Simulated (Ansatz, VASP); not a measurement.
## B in VASP and in Ansatz

```
B
1.0
     1.88524    0.00000    0.00000
     0.00000    1.88524    0.00000
     0.00000    0.00000    1.88524
B
1
Direct
  0.50000 0.50000 0.50000
```

The cell was built by a generator and needn't be a form met in nature.

Alike in both runs: task single point; functional HSE(alpha, omega); k mesh 7 × 7 × 7; occupations fermi-dirac, width 0.05 eV; no spin polarisation.

|  | VASP | Ansatz |
| --- | --- | --- |
| version | VASP 6.6.1 | Ansatz 0.2.0 |
| potentials or method | VASP PAW PBE potentials, release 64 (B) | Ansatz PAW |
| plane-wave cutoff (eV) | 520 | 420 |
| valence electrons in the cell | 3 | 3 |

|  | VASP | Ansatz | Ansatz less VASP |
| --- | --- | --- | --- |
| gap on the k mesh at the Fermi level (eV) | none | none | - |
| pressure (GPa) | -4.1 | -4.1 | -0.02 |

A gap of «none» marks a metal or a gap that the smearing closes.

Caveats: the k mesh is coarse (spacing up to 0.48 Å⁻¹), so the values aren't converged, least of all with exact exchange; the PAW data sets were made with another functional, which shifts forces and pressure a little (VASP); the PAW data sets come from PBE, with cores solved anew for the run's functional, which leaves a small shift of forces and pressure (Ansatz); the thresholds are loose for stress (Ansatz).
